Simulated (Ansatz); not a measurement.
# CuCl: the change of pressure with volume scale

Results calculated with Ansatz 0.2.0, not measured. Periodic Kohn-Sham DFT of a crystal at fixed atoms, scaled to volume_scale times the given cell; pressure positive in compression, energy less spherical unpolarised free atoms, largest_vzz the field gradient of largest size among the nuclei.

The cell before it is scaled or strained (space group F-43m, No. 216):
```
cell vectors (Å)
   0.0000     2.7101     2.7101
   2.7101     0.0000     2.7101
   2.7101     2.7101     0.0000
atoms (fractions of the cell vectors)
Cu  0.00000  0.00000  0.00000
Cl  0.75000  0.75000  0.75000
```

Settings of every row: method frozen-core PAW; functional PBE; relativity scalar; k mesh 11x11x11; filling fermi-dirac; smearing width 0.03 eV; wave cutoff 420 eV; paw set soft_2.

Atom start moment: 0 on all atoms.

```
row  volume scale  V (Å³/atom)  pressure (GPa)
  1          0.94        18.71           3.673
  2        0.9405        18.72           3.638
  3          0.96       19.109           2.334
  4          0.97       19.308           1.726
  5          0.98       19.507           1.152
  6             1       19.905               ?
  7          1.01       20.104          -0.373
  8          1.02       20.303          -0.822
  9          1.03       20.502          -1.245
 10          1.04       20.701          -1.642
 11          1.06       21.099          -2.367
```

Question: what pressure should row 6 give?

Worked fit of pressure. Take u = (V_r/V)^(2/3) − 1 with V_r = 19.806 Å³ an atom, which is twice the finite (Eulerian) strain; such expansions in the strain, on which the Birch-Murnaghan equation of state is built, carry the rest volume and the bulk modulus. The shown rows have u = 0.03868, 0.03831, 0.02417, 0.01712, 0.01019, -0.00991, -0.01639, -0.02276, -0.02903, -0.04128. Least squares give pressure = 0.3537 + 75.774 × u + 249.67 × u² + 260 × u³ GPa; a parabola predicts inner rows, each left out in turn, worse (root mean square 0.0045 against 0.00058 GPa). The rows lie off it by 0.000, 0.000, -0.001, 0.001, 0.000, 0.000, 0.000, 0.000, 0.000, 0.000. The pressure vanishes at u = -0.0047, or V = 19.95 Å³ an atom, and there the bulk modulus at fixed shape and fractions is B = −V dP/dV = (2/3)(1 + u) dP/du = 48.7 GPa. The withheld row has u = -0.00332, so the fit gives 0.3537 + 75.774 × (-0.00332) + 249.67 × (-0.00332)² + 260 × (-0.00332)³ = 0.105 GPa.

The calculation gave 0.104 GPa. The fit lies 0.001 GPa (0.017 % of the column's range) above it, one unit of the last digit.
